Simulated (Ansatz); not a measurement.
Phases of TiO$_{2}$ at 170 GPa

Structure types of TiO$_{2}$ are relaxed in primitive cells with their symmetry kept at 170 GPa, on PAW files; LAPW relaxes the small cells further and takes the PAW cell for the others (marked *). The enthalpy is E + pV at zero temperature, without zero-point motion. Only the types listed were tried, and differences under about 5 meV/atom are mesh noise. The real phase may be another.

All numbers are PBE results (scalar-relativistic) from Ansatz 0.2.0, with Fermi–Dirac smearing of 0.1 eV, no spin polarisation. Methods: LAPW: all electrons, basis error target 0.5 meV/atom; PAW: frozen-core files, cutoff 420 eV.

k meshes: rutile 8×8×12, fluorite 12×12×12.

Order the types by LAPW enthalpy, lowest first.
A. fluorite
B. rutile

A (0 meV/atom), B (645 meV/atom).

```
start type           ends as          a, b, c (Å)  V (Å³/atom)  H − H(lowest), LAPW (meV/atom)  same, PAW
   rutile*  rutile, P4_2/mnm  4.026, 4.026, 2.737         7.39                           645.1      647.6
  fluorite   fluorite, Fm-3m  4.317, 4.317, 4.317         6.70                             0.0        0.0
```
